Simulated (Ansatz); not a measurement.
## TiAl in Ansatz: the effect of functional

The system is TiAl.

```
Ti Al
1.0
     2.88625    0.00000    0.00000
    -1.44313    2.49957    0.00000
     0.00000    0.00000    4.70906
Ti Al
1 1
Direct
  0.00000 0.00000 0.00000
  0.33333 0.66667 0.50000
```

The cell comes from a database or a generator and needn't be the stable form of this composition.

The cell isn't the ideal one: volume scaled by 1.02.

Alike in all runs:

- Program: Ansatz 0.2.0
- Task: single point
- Potentials or basis: Ansatz PAW
- k mesh: 11 × 11 × 6
- Occupations: fermi-dirac, width 0.05 eV
- Spin: no spin polarisation

One run gave: pressure -7.9 GPa. Which functional did it use?
A. r2SCAN
B. PBEsol
C. LDA

C.

| functional | cutoff | pressure (GPa) |
| --- | --- | --- |
| LDA | 420 eV (not typed: the program's choice for these potentials) | -7.9 |
| PBEsol | 420 eV (not typed: the program's choice for these potentials) | -4.8 |
| r2SCAN | 500 eV (not typed: the program's choice for these potentials) | -3.2 |

Caveats: the PAW data sets come from PBE, with cores solved anew for the run's functional, which leaves a small shift of forces and pressure.

Runs at the PBE level aren't shown here.
